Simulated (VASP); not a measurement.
## Si: relaxation of cell and atoms with PBEsol

Si:

```xyz
2
Lattice="0.0000 2.7178 2.7178 2.7178 0.0000 2.7178 2.7178 2.7178 0.0000" Properties=species:S:1:pos:R:3 pbc="T T T"
Si    0.0000    0.0000    0.0000
Si    1.3589    1.3589    1.3589
```

The cell was built by a generator and needn't be a form met in nature.

```
Program                : VASP 6.6.1
Task                   : relaxation of cell and atoms
Functional             : PBEsol
Potentials or basis    : VASP PAW PBE potentials, release 64 (Si)
Cutoff                 : 600 eV
k mesh                 : 12 × 12 × 12
Occupations            : gaussian, width 0.03 eV
Spin                   : no spin polarisation
Further INCAR settings : ALGO = Normal; EDIFF = 1e-07; IBRION = 2; EDIFFG = -0.005; NSW = 90; ISIF = 3
```

```
Pressure after relaxing : 0.0 GPa
Band gap on the k mesh  : 0.46 eV, indirect (least direct gap 2.52 eV)
```

Final structure:
```
Si
1.0
     0.00000    2.71784    2.71784
     2.71784    0.00000    2.71784
     2.71784    2.71784    0.00000
Si
2
Direct
  0.00000 0.00000 0.00000
  0.25000 0.25000 0.25000
```

Levels at points of the mesh, in eV from the valence-band top:
| k point | band 2 | band 3 | band 4 | band 5 | band 6 | band 7 |
| --- | --- | --- | --- | --- | --- | --- |
| (0.00, 0.00, 0.00) | 0.00 | 0.00 | 0.00 | 2.52 | 2.52 | 2.52 |
| (0.50, 0.00, 0.00) | -7.00 | -1.20 | -1.20 | 1.46 | 3.27 | 3.27 |
| (0.50, 0.50, 0.00) | -7.82 | -2.87 | -2.87 | 0.59 | 0.59 | 10.04 |

It took 13 s on 1 thread of Intel(R) Xeon(R) Platinum 8559C (Emerald Rapids), on a shared host, peak memory 0.17 GiB.

Caveat: the relaxation stopped at its first step, so nothing moved; the PAW data sets were made with another functional, which shifts forces and pressure a little. A k mesh can miss the band edges.
